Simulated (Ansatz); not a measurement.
**An O vacancy in anatase TiO2, 107 atoms, charge 0**

Aim: the barrier for an atom's jump, from a relaxed start and a climbing-image band; single points by other levels frame it (PBEsol and HSE06).

Method: density functional theory in Ansatz 0.2.0, PAW datasets, plane waves.

## 1. The starting cell

107 atoms (36 Ti, 71 O); a = 11.311 Å, b = 11.311 Å, c = 9.548 Å, α = 90.00°, β = 90.00°, γ = 90.00°. All atoms were shaken off their sites by about 0.02 Å along each axis. Defect site 1: (0.333, 0.500, 0.458).

Plan of the steps: (2) PBEsol relaxation at the single k point (¼, ¼, ¼), on 1 × NVIDIA GB200 with 8 threads of Arm Neoverse-V2; (3) HSE06 single point at the single k point (¼, ¼, ¼), on 1 × NVIDIA GB200 with 8 threads of Arm Neoverse-V2; (4) PBEsol band at the single k point (¼, ¼, ¼), on 1 × NVIDIA GB200 with 8 threads of Arm Neoverse-V2; (5) HSE06 single point at the single k point (¼, ¼, ¼), on 1 × NVIDIA GB200 with 8 threads of Arm Neoverse-V2.

## 2. Relaxation of the positions (PBEsol)

in.yaml reads:

```yaml
crystal:
  lattice:
    - [11.311282, 0.000005, -0.000027]
    - [0.000005, 11.311282, -0.000027]
    - [-0.000023, -0.000023, 9.548388]
  atoms:
    - { symbol: Ti, position: [0.001391, 0.998975, 0.998297] }
    - { symbol: Ti, position: [0.002544, 0.334183, 0.999112] }
    - { symbol: Ti, position: [0.999882, 0.663752, 0.997027] }
    - { symbol: Ti, position: [0.334122, 0.997966, 0.997148] }
    - { symbol: Ti, position: [0.329524, 0.335081, 0.999959] }
    - { symbol: Ti, position: [0.335160, 0.667811, 0.003007] }
    - { symbol: Ti, position: [0.667458, 0.997643, 0.000055] }
    - { symbol: Ti, position: [0.668155, 0.332327, 0.001215] }
    - { symbol: Ti, position: [0.667623, 0.667531, 0.999438] }
    - { symbol: Ti, position: [0.001362, 0.169233, 0.251949] }
    - { symbol: Ti, position: [0.999721, 0.499675, 0.252694] }
    - { symbol: Ti, position: [0.003130, 0.832078, 0.248248] }
    - { symbol: Ti, position: [0.335732, 0.168184, 0.248497] }
    - { symbol: Ti, position: [0.333441, 0.499095, 0.249295] }
    - { symbol: Ti, position: [0.331972, 0.833002, 0.249340] }
    - { symbol: Ti, position: [0.666733, 0.169575, 0.248388] }
    - { symbol: Ti, position: [0.669142, 0.498448, 0.249334] }
    - { symbol: Ti, position: [0.663733, 0.834915, 0.250173] }
    - { symbol: Ti, position: [0.165952, 0.000142, 0.748772] }
    - { symbol: Ti, position: [0.166965, 0.332632, 0.749322] }
    - { symbol: Ti, position: [0.166557, 0.666180, 0.752998] }
    - { symbol: Ti, position: [0.500816, 0.999016, 0.746930] }
    - { symbol: Ti, position: [0.496125, 0.333864, 0.748511] }
    - { symbol: Ti, position: [0.502268, 0.664994, 0.750453] }
    - { symbol: Ti, position: [0.833195, 0.004155, 0.753518] }
    - { symbol: Ti, position: [0.837272, 0.332802, 0.747484] }
    - { symbol: Ti, position: [0.834437, 0.666895, 0.747375] }
    - { symbol: Ti, position: [0.166247, 0.165726, 0.499681] }
    - { symbol: Ti, position: [0.167215, 0.498211, 0.501951] }
    - { symbol: Ti, position: [0.166745, 0.832741, 0.503544] }
    - { symbol: Ti, position: [0.502728, 0.169272, 0.498390] }
    - { symbol: Ti, position: [0.499680, 0.500568, 0.500901] }
    - { symbol: Ti, position: [0.496481, 0.835541, 0.503999] }
    - { symbol: Ti, position: [0.832555, 0.167134, 0.500778] }
    - { symbol: Ti, position: [0.833474, 0.500604, 0.500328] }
    - { symbol: Ti, position: [0.833172, 0.836841, 0.496585] }
    - { symbol: O, position: [0.995980, 0.000852, 0.205145] }
    - { symbol: O, position: [0.999734, 0.332713, 0.208613] }
    - { symbol: O, position: [0.998271, 0.667648, 0.202814] }
    - { symbol: O, position: [0.332547, 0.000586, 0.208612] }
    - { symbol: O, position: [0.334018, 0.333896, 0.207746] }
    - { symbol: O, position: [0.329784, 0.668629, 0.206583] }
    - { symbol: O, position: [0.664221, 0.000999, 0.207682] }
    - { symbol: O, position: [0.666954, 0.336928, 0.211044] }
    - { symbol: O, position: [0.666367, 0.664251, 0.206384] }
    - { symbol: O, position: [0.999857, 0.166406, 0.459310] }
    - { symbol: O, position: [0.999995, 0.499456, 0.456955] }
    - { symbol: O, position: [0.003627, 0.833261, 0.456414] }
    - { symbol: O, position: [0.332477, 0.165824, 0.460631] }
    - { symbol: O, position: [0.333942, 0.833605, 0.459092] }
    - { symbol: O, position: [0.665800, 0.167680, 0.458028] }
    - { symbol: O, position: [0.666707, 0.497324, 0.457173] }
    - { symbol: O, position: [0.668157, 0.831977, 0.453892] }
    - { symbol: O, position: [0.996654, 0.168613, 0.042461] }
    - { symbol: O, position: [0.000105, 0.501994, 0.041731] }
    - { symbol: O, position: [0.001353, 0.835592, 0.043429] }
    - { symbol: O, position: [0.334078, 0.169853, 0.043961] }
    - { symbol: O, position: [0.332132, 0.498917, 0.044406] }
    - { symbol: O, position: [0.332992, 0.833109, 0.040725] }
    - { symbol: O, position: [0.664793, 0.165213, 0.039267] }
    - { symbol: O, position: [0.665946, 0.500982, 0.044089] }
    - { symbol: O, position: [0.667307, 0.834250, 0.041943] }
    - { symbol: O, position: [0.998195, 0.998378, 0.792039] }
    - { symbol: O, position: [0.999349, 0.334776, 0.793672] }
    - { symbol: O, position: [0.998583, 0.664933, 0.794106] }
    - { symbol: O, position: [0.332173, 0.997997, 0.791572] }
    - { symbol: O, position: [0.332818, 0.335308, 0.792337] }
    - { symbol: O, position: [0.330736, 0.664499, 0.792087] }
    - { symbol: O, position: [0.668734, 0.999782, 0.791305] }
    - { symbol: O, position: [0.665793, 0.333209, 0.791154] }
    - { symbol: O, position: [0.663186, 0.669015, 0.793788] }
    - { symbol: O, position: [0.166526, 0.168127, 0.291679] }
    - { symbol: O, position: [0.165781, 0.501307, 0.291145] }
    - { symbol: O, position: [0.169192, 0.833954, 0.292723] }
    - { symbol: O, position: [0.499721, 0.166883, 0.290701] }
    - { symbol: O, position: [0.499984, 0.499759, 0.294484] }
    - { symbol: O, position: [0.501345, 0.831767, 0.295707] }
    - { symbol: O, position: [0.833462, 0.167565, 0.291869] }
    - { symbol: O, position: [0.832734, 0.499427, 0.292881] }
    - { symbol: O, position: [0.833071, 0.831127, 0.295810] }
    - { symbol: O, position: [0.166259, 0.001547, 0.960896] }
    - { symbol: O, position: [0.164578, 0.332493, 0.958180] }
    - { symbol: O, position: [0.164778, 0.664947, 0.958985] }
    - { symbol: O, position: [0.500688, 0.999755, 0.958754] }
    - { symbol: O, position: [0.502804, 0.330532, 0.957840] }
    - { symbol: O, position: [0.501064, 0.665903, 0.957564] }
    - { symbol: O, position: [0.833402, 0.001204, 0.962325] }
    - { symbol: O, position: [0.832993, 0.333643, 0.956031] }
    - { symbol: O, position: [0.832084, 0.666316, 0.958000] }
    - { symbol: O, position: [0.167632, 0.002419, 0.545544] }
    - { symbol: O, position: [0.166257, 0.331652, 0.541371] }
    - { symbol: O, position: [0.170371, 0.667753, 0.540932] }
    - { symbol: O, position: [0.497919, 0.000357, 0.539313] }
    - { symbol: O, position: [0.498018, 0.334200, 0.542969] }
    - { symbol: O, position: [0.501137, 0.663683, 0.543551] }
    - { symbol: O, position: [0.834250, 0.000356, 0.542243] }
    - { symbol: O, position: [0.832906, 0.332736, 0.543546] }
    - { symbol: O, position: [0.834253, 0.666496, 0.543335] }
    - { symbol: O, position: [0.167002, 0.165199, 0.708523] }
    - { symbol: O, position: [0.167637, 0.497417, 0.705002] }
    - { symbol: O, position: [0.165547, 0.834668, 0.709937] }
    - { symbol: O, position: [0.499811, 0.166153, 0.709610] }
    - { symbol: O, position: [0.500854, 0.503049, 0.708546] }
    - { symbol: O, position: [0.499331, 0.835881, 0.708699] }
    - { symbol: O, position: [0.833144, 0.165108, 0.709396] }
    - { symbol: O, position: [0.835142, 0.498084, 0.707164] }
    - { symbol: O, position: [0.835470, 0.833948, 0.705127] }
  symmetry: { detect: false }
kpoints:
  mp_grid: { grid: [1, 1, 1], shift: [0.25, 0.25, 0.25] }
hamiltonian:
  xc: pbesol
scf:
  occupations: { method: fermi_dirac, width: 0.01 }
relax:
  f_tol: 0.03
  max_steps: 80
  escape_saddle: false
  adjacent_minimum: "off"
output:
  forces: true
  eigenvalues: true
  populations: true
```

Launch:

```
ansatz run in.yaml --threads 8 --pin off --max-ram 118750MiB --runs-dir r --events-out ev --progress --plain --backend cuda --devices 0, --max-vram 170GiB
```

After this run come: HSE06 single point; The band; Single point with HSE06.

What does the calculation give? Wanted: for each run, top filled to lowest empty.

The runs gave:

| level | time | top filled to lowest empty (eV) |
| --- | --- | --- |
| PBEsol, relaxation | 14 s (GPU) | 0.14 |
| HSE06 | 45 s (GPU) | 0.28 |
| HSE06, at the band's top | 44 s (GPU) | 0.27 |

| quantity | value |
| --- | --- |
| relaxation | 14 recorded steps, 1.61 eV gained |
| largest shift | 0.51 Å (O73) |
| barrier forwards, backwards | 1.24, 1.24 eV |
| jump | O by 2.58 Å |
| band iterations | 8 |
| top less start by HSE06 | 1.37 eV |

**Reading.** Relaxation gains 1.61 eV, with shifts up to 0.51 Å (O73). The PBEsol barrier is 1.24 eV forwards and 1.24 eV back, about 48 times kT at 300 K. The cell's size and k points aren't converged for it. The program's check left the order of the top open. On the same two geometries HSE06 gives 1.37 eV. At the same k points, PBEsol gives a spacing 0.14 eV smaller than the 0.28 eV of HSE06. In a defect cell this spacing can involve defect levels, so it need not be the gap.
